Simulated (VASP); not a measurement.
Write the native input for VASP 6.6.1 that does the following.

- Task: band structure
- Functional: revTPSS
- Potentials or basis: VASP PAW PBE potentials, release 64 (As, Ga_d)
- Cutoff: 520 eV
- k mesh: 8 × 8 × 8
- Occupations: fermi-dirac, width 0.05 eV
- Spin: no spin polarisation
- Further INCAR settings: ALGO = Normal; EDIFF = 1e-06; NBANDS = 16

The structure of GaAs lies in POSCAR:

```
GaAs
1.0
    0.0000000000      2.8268500000      2.8268500000
    2.8268500000      0.0000000000      2.8268500000
    2.8268500000      2.8268500000      0.0000000000
As Ga
1 1
Direct
    0.7500000000      0.7500000000      0.7500000000
    0.0000000000      0.0000000000      0.0000000000
```

These files were run (other wordings do the same):

INCAR

```
PREC     = Accurate       # precision mode
ENCUT    = 520            # plane-wave cutoff, eV
EDIFF    = 1E-6           # SCF threshold, eV
ISMEAR   = -1             # smearing method
SIGMA    = 0.05           # smearing width, eV
LREAL    = False          # projectors in reciprocal space
LASPH    = True           # aspherical terms in the spheres
NELM     = 100            # most SCF steps
ALGO     = Normal         # electronic algorithm
ISIF     = 2              # what is computed and relaxed
LWAVE    = False          # write WAVECAR
LCHARG   = False          # write CHGCAR
METAGGA  = RTPSS          # meta-GGA
LMIXTAU  = True         
NBANDS   = 16             # bands
```

KPOINTS

```
regular mesh
0
Gamma
  8 8 8
```

KPOINTS_OPT

```
path GXWKGLUWLK,UX
20
line-mode
reciprocal
 0.0000000000  0.0000000000  0.0000000000  G
 0.5000000000  0.0000000000  0.5000000000  X

 0.5000000000  0.0000000000  0.5000000000  X
 0.5000000000  0.2500000000  0.7500000000  W

 0.5000000000  0.2500000000  0.7500000000  W
 0.3750000000  0.3750000000  0.7500000000  K

 0.3750000000  0.3750000000  0.7500000000  K
 0.0000000000  0.0000000000  0.0000000000  G

 0.0000000000  0.0000000000  0.0000000000  G
 0.5000000000  0.5000000000  0.5000000000  L

 0.5000000000  0.5000000000  0.5000000000  L
 0.6250000000  0.2500000000  0.6250000000  U

 0.6250000000  0.2500000000  0.6250000000  U
 0.5000000000  0.2500000000  0.7500000000  W

 0.5000000000  0.2500000000  0.7500000000  W
 0.5000000000  0.5000000000  0.5000000000  L

 0.5000000000  0.5000000000  0.5000000000  L
 0.3750000000  0.3750000000  0.7500000000  K

 0.6250000000  0.2500000000  0.6250000000  U
 0.5000000000  0.0000000000  0.5000000000  X
```

Potentials or basis: VASP PAW PBE potentials, release 64 (As, Ga_d).

Run with:

```console
$ cat potpaw_PBE.64/As/POTCAR potpaw_PBE.64/Ga_d/POTCAR > POTCAR
$ mpirun -np 1 vasp_std > vasp.out
```

Results of the run:

```json
{
 "Pressure": "0.5 GPa",
 "Band gap on the k mesh": "0.71 eV, direct",
 "Band gap along the path": "0.71 eV, direct"
}
```

Caveat: the PAW data sets were made with another functional, which shifts forces and pressure a little.

Run time: 3.1 min on 1 thread of Intel(R) Xeon(R) 6975P-C (Granite Rapids), on a shared host, peak memory 0.18 GiB.
